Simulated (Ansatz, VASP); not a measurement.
## Two plane-wave programs on Rh

```
Rh
1.0
     4.24665    0.00000    0.00000
    -2.12332    3.67770    0.00000
     0.00000    0.00000    2.60697
Rh
3
Direct
  0.00000 0.00000 0.00000
  0.33333 0.66667 0.50000
  0.66667 0.33333 0.50000
```

Alike in both runs: task single point; functional RPBE; k mesh 9 × 9 × 13; occupations fermi-dirac, width 0.1 eV; no spin polarisation.

|  | VASP | Ansatz |
| --- | --- | --- |
| version | VASP 6.6.1 | Ansatz 0.2.0 |
| potentials or method | VASP PAW PBE potentials, release 64 (Rh_pv) | plane waves (420 eV) with PAW, scalar-relativistic |
| plane-wave cutoff (eV) | 520 | 420 |
| valence electrons in the cell | 45 | 51 |

VASP gave:

| Quantity | Value |
| --- | --- |
| pressure (GPa) | 22.8 |
| largest component of the traceless stress (GPa) | 1.94 |

**Question.** Which values does Ansatz return?

**Answer.** Pressure (GPa): 22.6; largest component of the traceless stress (GPa): 1.84.

The two sets of potentials don't hold the same shells in valence.

Caveats: so large a pressure means that the cell lies far from this level's equilibrium, or that cutoff or potentials fall short (VASP); the potentials were made for another functional, which shifts forces and pressure (VASP).
